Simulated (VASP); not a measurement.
# Si (Fd-3m) in VASP: a series of runs, part 2 of 2

VASP 6.6.1. Earlier steps stand in the parts before.

**3. Band structure, PBEsol**

This run uses another cell than the first one, of 20.50 Å³/atom, 1.003 times its volume.

File POSCAR:

```
Si                                      
1.0
    0.0000000000      2.7366452687      2.7366452687
    2.7366452687     -0.0000000000      2.7366452687
    2.7366452687      2.7366452687      0.0000000000
  Si            
     2
Direct
     0.7500000000000000    0.7500000000000000    0.7500000000000000
     0.5000000000000000    0.5000000000000000    0.5000000000000000
```

File INCAR.step1:

```
SYSTEM = Si
  ALGO = Normal
  EDIFF = 1E-6
  ENCUT = 520
  GGA = PS
  ISIF = 2
  ISMEAR = 0
  LASPH = .True.
  LCHARG = .True.
  LREAL = .False.
  LWAVE = .False.
  NBANDS = 11
  NELM = 80
  PREC = Accurate
  SIGMA = 0.02
```

File KPOINTS.step1:

```
k-points
0
Gamma
  3 3 3
  0 0 0
```

File INCAR.step2:

```
SYSTEM = Si
  ALGO = Normal
  EDIFF = 1E-6
  ENCUT = 520
  GGA = PS
  ICHARG = 11
  ISIF = 2
  ISMEAR = 0
  LASPH = .True.
  LCHARG = .False.
  LREAL = .False.
  LWAVE = .False.
  NBANDS = 11
  NELM = 80
  PREC = Accurate
  SIGMA = 0.05
```

File KPOINTS.step2:

```
path GXWKGLUWLK,UX
10
line-mode
reciprocal
 0.0000000000  0.0000000000  0.0000000000  G
 0.5000000000  0.0000000000  0.5000000000  X

 0.5000000000  0.0000000000  0.5000000000  X
 0.5000000000  0.2500000000  0.7500000000  W

 0.5000000000  0.2500000000  0.7500000000  W
 0.3750000000  0.3750000000  0.7500000000  K

 0.3750000000  0.3750000000  0.7500000000  K
 0.0000000000  0.0000000000  0.0000000000  G

 0.0000000000  0.0000000000  0.0000000000  G
 0.5000000000  0.5000000000  0.5000000000  L

 0.5000000000  0.5000000000  0.5000000000  L
 0.6250000000  0.2500000000  0.6250000000  U

 0.6250000000  0.2500000000  0.6250000000  U
 0.5000000000  0.2500000000  0.7500000000  W

 0.5000000000  0.2500000000  0.7500000000  W
 0.5000000000  0.5000000000  0.5000000000  L

 0.5000000000  0.5000000000  0.5000000000  L
 0.3750000000  0.3750000000  0.7500000000  K

 0.6250000000  0.2500000000  0.6250000000  U
 0.5000000000  0.0000000000  0.5000000000  X
```

Potentials or basis: VASP PAW PBE potentials, release 64 (Si).

Command:

```console
$ cat potpaw_PBE.64/Si/POTCAR > POTCAR
$ cp INCAR.step1 INCAR
$ cp KPOINTS.step1 KPOINTS
$ mpirun -np 1 vasp_std > vasp.out
$ cp INCAR.step2 INCAR
$ cp KPOINTS.step2 KPOINTS
$ mpirun -np 1 vasp_std > vasp.out
```

OUTCAR:

```text
SYSTEM = Si
   EDIFF = 1E-6
   ENCUT = 520
   GGA = PS
   ICHARG = 11
   ISIF = 2
   ISMEAR = 0
   LASPH = .True.
   LREAL = .False.
   NELM = 80
   PREC = Accurate

 ion  position               nearest neighbor table
   1  0.750  0.750  0.750-   2 2.37   2 2.37   2 2.37   2 2.37
   2  0.500  0.500  0.500-   1 2.37   1 2.37   1 2.37   1 2.37

  LATTYP: Found a face centered cubic cell.
 ALAT       =     5.4732905374

  Lattice vectors:

 A1 = (   0.0000000000,   2.7366452687,   2.7366452687)
 A2 = (   2.7366452687,   0.0000000000,   2.7366452687)
 A3 = (   2.7366452687,   2.7366452687,   0.0000000000)

Analysis of symmetry for initial positions (statically):
=====================================================================
 Subroutine PRICEL returns:
 Original cell was already a primitive cell.

 Routine SETGRP: Setting up the symmetry group for a
 face centered cubic supercell.

 Subroutine GETGRP returns: Found 48 space group operations
 (whereof 24 operations were pure point group operations)
 out of a pool of 48 trial point group operations.

The static configuration has the point symmetry T_d .
 The point group associated with its full space group is O_h .

Analysis of symmetry for dynamics (positions and initial velocities):
=====================================================================
 Subroutine PRICEL returns:
 Original cell was already a primitive cell.

 Routine SETGRP: Setting up the symmetry group for a
 face centered cubic supercell.

 Subroutine GETGRP returns: Found 48 space group operations
 (whereof 24 operations were pure point group operations)
 out of a pool of 48 trial point group operations.

The dynamic configuration has the point symmetry T_d .
 The point group associated with its full space group is O_h .

 Subroutine INISYM returns: Found 48 space group operations
 (whereof 24 operations are pure point group operations),
 and found     1 'primitive' translations

----------------------------------------------------------------------------------------

                                     Primitive cell

  volume of cell :      40.9907

  direct lattice vectors                    reciprocal lattice vectors
     0.000000000  2.736645269  2.736645269    -0.182705448  0.182705448  0.182705448
     2.736645269  0.000000000  2.736645269     0.182705448 -0.182705448  0.182705448
     2.736645269  2.736645269  0.000000000     0.182705448  0.182705448 -0.182705448

  length of vectors
     3.870200854  3.870200854  3.870200854     0.316455119  0.316455119  0.316455119

  position of ions in fractional coordinates (direct lattice)
     0.750000000  0.750000000  0.750000000
     0.500000000  0.500000000  0.500000000

  ion indices of the primitive-cell ions
   primitive index   ion index
                 1           1
                 2           2

----------------------------------------------------------------------------------------

 KPOINTS: path GXWKGLUWLK,UX

Interpolating k-points between supplied coordinates.

[... 18 lines left out ...]
  0.111111  0.000000  0.111111      0.010000
  0.166667  0.000000  0.166667      0.010000
  0.222222  0.000000  0.222222      0.010000
  0.277778  0.000000  0.277778      0.010000
[... 16 lines left out ...]
  0.472222  0.277778  0.750000      0.010000
  0.458333  0.291667  0.750000      0.010000
 [... further k-points ...]
   k-points           NKPTS =    100   k-points in BZ     NKDIM =    100   number of bands    NBANDS=     11
   number of dos      NEDOS =    301   number of ions     NIONS =      2
   total plane-waves  NPLWV =  27000
   dimension x,y,z NGX =    30 NGY =   30 NGZ =   30
   dimension x,y,z NGXF=    60 NGYF=   60 NGZF=   60
   ions per type =               2
   NGX,Y,Z   is equivalent  to a cutoff of  12.89, 12.89, 12.89 a.u.
   NGXF,Y,Z  is equivalent  to a cutoff of  25.77, 25.77, 25.77 a.u.
 SYSTEM =  Si
   PREC   = accura    normal or accurate (medium, high low for compatibility)
   ISTART =      0    job   : 0-new  1-cont  2-samecut
   ICHARG =     11    charge: 1-file 2-atom 10-const
   ISPIN  =      1    spin polarized calculation?
   LNONCOLLINEAR =      F non collinear calculations
   LSORBIT =      F    spin-orbit coupling
   LASPH  =      T    aspherical Exc in radial PAW
   ENCUT  =  520.0 eV  38.22 Ry    6.18 a.u.   7.20  7.20  7.20*2*pi/ulx,y,z
   NELM   =     80;   NELMIN=  2; NELMDL=  0     # of ELM steps
   EDIFF  = 0.1E-05   stopping-criterion for ELM
   LREAL  =      F    real-space projection
   EDIFFG = 0.1E-04   stopping-criterion for IOM
   NSW    =      0    number of steps for IOM
   IBRION =     -1    ionic relax: 0-MD 1-quasi-New 2-CG
   NFREE  =      0    steps in history (QN), initial steepest desc. (CG)
   ISIF   =      2    stress and relaxation
   ISYM   =      2    0-nonsym 1-usesym 2-fastsym
   POTIM  = 0.5000    time-step for ionic-motion
   TEBEG  =    0.0;   TEEND  =   0.0 temperature during run
   PSTRESS=    0.0 pullay stress
   NELECT =       8.0000    total number of electrons
   NUPDOWN=      -1.0000    fix difference up-down
   EMIN   =  10.00;   EMAX   =-10.00  energy-range for DOS
   EFERMI =   0.00;   METHOD = LEGACY
   ISMEAR =     0;   SIGMA  =   0.05  broadening in eV -4-tet -1-fermi 0-gaus
   EFERMI_NEDOS =   21; number of points for ismear=-14 and -15
   IALGO  =     38    algorithm
   IMIX   =      4    mixing-type and parameters
     AMIX     =   0.40;   BMIX     =  1.00
     AMIX_MAG =   1.60;   BMIX_MAG =  1.00
  volume/ion in A,a.u.               =      20.50       138.31
  Fermi-wavevector in a.u.,A,eV,Ry     =   0.949605  1.794493 12.269049  0.901750
  Thomas-Fermi vector in A             =   2.077904
   LORBIT       =      0    0 simple, 1 ext, 2 COOP (PROOUT), +10 PAW based schemes
   GGA     = PS    functional components
   LHFCALC =     F    Hartree Fock is set to
   AEXX    =    0.0000 exact exchange contribution
   IVDW    =     0    specifies the selected vdW correction
   LEPSILON=     F    determine dielectric tensor
   LRPA    =     F    only Hartree local field effects (RPA)
 non-spin polarized calculation
 Gauss-broadening in eV      SIGMA  =   0.05
  energy-cutoff  :      520.00
  volume of cell :       40.99
 maximum number of plane-waves:      1125
 NGX is ok and might be reduce to    30

 number of electron       8.0000001 magnetization

 Free energy of the ion-electron system (eV)
  ---------------------------------------------------
  ext. energy  EPLUGINS =         0.00000000
  ---------------------------------------------------
  free energy    TOTEN  =       -11.63508225 eV

  energy without entropy =      -11.63508225  energy(sigma->0) =      -11.63508225

 E-fermi :   5.9080     XC(G=0):  -9.4084

 val. band max:        5.6661172463   @ k =   0.0000   0.0000   0.0000
 cond. band min:       6.1197065681   @ k =   0.4444   0.0000   0.4444
 fundamental gap:      0.4535893218
 Fermi energy:         5.9079925563

 k-point     1 :       0.0000    0.0000    0.0000
  band No.  band energies     occupation
      1      -6.1897      2.00000
      2       5.6661      2.00000
      3       5.6661      2.00000
      4       5.6661      2.00000
      5       8.1235      0.00000
      6       8.1235      0.00000
      7       8.1235      0.00000
      8       8.7263      0.00000
      9      13.2493      0.00000
     10      13.2843      0.00000
     11      13.2844      0.00000
[... 309 lines left out ...]
 k-point    24 :       0.4583    0.2917    0.7500
  band No.  band energies     occupation
      1      -2.2564      2.00000
      2      -1.6642      2.00000
      3       1.5723      2.00000
      4       2.2666      2.00000
      5       8.5261      0.00000
      6       9.8008      0.00000
      7      11.1833      0.00000
      8      11.3158      0.00000
      9      15.2268      0.00000
     10      16.1734      0.00000
     11      18.1864      0.00000

 [... further k-points ...]

------------------------ aborting loop because EDIFF is reached ----------------------------------------

  FORCE on cell =-STRESS in cart. coord.  units (eV):
  Direction    XX          YY          ZZ          XY          YZ          ZX
  --------------------------------------------------------------------------------------
  -------------------------------------------------------------------------------------
  Total       -1.1473662     -1.1473662     -1.1473662     -0.0000000      0.0000000     -0.0000000
  in kB      -44.8463508    -44.8463508    -44.8463508     -0.0000000      0.0000000     -0.0000000
  external PRESSURE =     -44.8463508 kB  Pullay stress =       0.0000000 kB

 VOLUME and BASIS-vectors are now :
 -----------------------------------------------------------------------------
  energy-cutoff  :      520.00
  volume of cell :       40.99
      direct lattice vectors                 reciprocal lattice vectors
     0.000000000  2.736645269  2.736645269    -0.182705448  0.182705448  0.182705448
     2.736645269  0.000000000  2.736645269     0.182705448 -0.182705448  0.182705448
     2.736645269  2.736645269  0.000000000     0.182705448  0.182705448 -0.182705448

 POSITION                                       TOTAL-FORCE (eV/Angst)
 -----------------------------------------------------------------------------------
      4.10497      4.10497      4.10497         0.000000      0.000000      0.000000
      2.73665      2.73665      2.73665        -0.000000     -0.000000     -0.000000
 -----------------------------------------------------------------------------------
    total drift:                                0.000000     -0.000000     -0.000000

  FREE ENERGIE OF THE ION-ELECTRON SYSTEM (eV)
  ---------------------------------------------------
  free  energy   TOTEN  =       -11.6350822479 eV

  energy  without entropy=      -11.6350822479  energy(sigma->0) =      -11.63508225
```

Wall time 21 s (1 thread of Intel Xeon 6975P-C (Granite Rapids), shared host); peak memory 0.16 GiB.

What came out:

| Item | Value |
| --- | --- |
| Band gap on the k mesh | 0.60 eV, indirect (least direct gap 2.46 eV) |
| Band gap along the path | 0.45 eV, indirect (least direct gap 2.46 eV) |

Levels at the corners of the path, in eV from the valence-band top:
```csv
point,band 1,band 2,band 3,band 4,band 5,band 6,band 7,band 8
Γ,-11.86,0.00,0.00,0.00,2.46,2.46,2.46,3.06
X,-7.77,-7.77,-2.84,-2.84,0.58,0.58,9.84,9.84
X,-7.77,-7.77,-2.84,-2.84,0.58,0.58,9.84,9.84
W,-7.61,-7.61,-3.85,-3.85,4.14,4.14,4.82,4.82
W,-7.61,-7.61,-3.85,-3.85,4.14,4.14,4.82,4.82
K,-8.18,-7.19,-4.30,-2.42,1.07,3.98,7.28,7.82
K,-8.18,-7.19,-4.30,-2.42,1.07,3.98,7.28,7.82
Γ,-11.86,0.00,0.00,0.00,2.46,2.46,2.46,3.06
Γ,-11.86,0.00,0.00,0.00,2.46,2.46,2.46,3.06
L,-9.56,-6.94,-1.19,-1.19,1.36,3.22,3.22,7.42
L,-9.56,-6.94,-1.19,-1.19,1.36,3.22,3.22,7.42
U,-8.18,-7.19,-4.30,-2.42,1.07,3.98,7.28,7.82
U,-8.18,-7.19,-4.30,-2.42,1.07,3.98,7.28,7.82
W,-7.61,-7.61,-3.85,-3.85,4.14,4.14,4.82,4.82
W,-7.61,-7.61,-3.85,-3.85,4.14,4.14,4.82,4.82
L,-9.56,-6.94,-1.19,-1.19,1.36,3.22,3.22,7.42
L,-9.56,-6.94,-1.19,-1.19,1.36,3.22,3.22,7.42
K,-8.18,-7.19,-4.30,-2.42,1.07,3.98,7.28,7.82
U,-8.18,-7.19,-4.30,-2.42,1.07,3.98,7.28,7.82
X,-7.77,-7.77,-2.84,-2.84,0.58,0.58,9.84,9.84
```

Caveat: the k mesh is coarse (spacing up to 0.66 Å⁻¹), so the values aren't converged; the log is that of the step along the path at fixed density, whose energy, stress, charges and moments have no meaning; the PAW data sets were made with another functional, which shifts forces and pressure a little; the mesh misses the band edges, which the band path finds closer together.
